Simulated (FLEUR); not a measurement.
Crystal: BaTe.

```
CELL_PARAMETERS angstrom
0.00000 3.41000 3.41000
3.41000 0.00000 3.41000
3.41000 3.41000 0.00000
ATOMIC_POSITIONS crystal
Ba 0.00000 0.00000 0.00000
Te 0.50000 0.50000 0.50000
```

Base run:

```yaml
Program: FLEUR MaX-R8.1 (later development tree)
Functional: LDA
Potentials_or_basis: all-electron
Basis: FLAPW
Kmax: 4.1 1/bohr
k_mesh: 7 × 7 × 7
Occupations: fermi-dirac, width 0.05 eV
Spin: no spin polarisation
```

Its results: band gap on the k mesh 1.37 eV, indirect (least direct gap 1.71 eV).

Problem. The run is repeated on the same cell with these changes: functional from LDA to r2SCAN. What comes out?

Solution. Band gap on the k mesh 1.80 eV, indirect (least direct gap 2.14 eV).

r2SCAN gives the wider gap, since meta-GGAs in the generalised Kohn-Sham scheme recover part of the derivative discontinuity.

Caveats: spin-orbit coupling is left out, which moves the levels of the heavy elements; the meta-GGA is that of a development version, with a GGA for the radial functions and cores and without core tails (some runs).

A k mesh can miss the band edges.
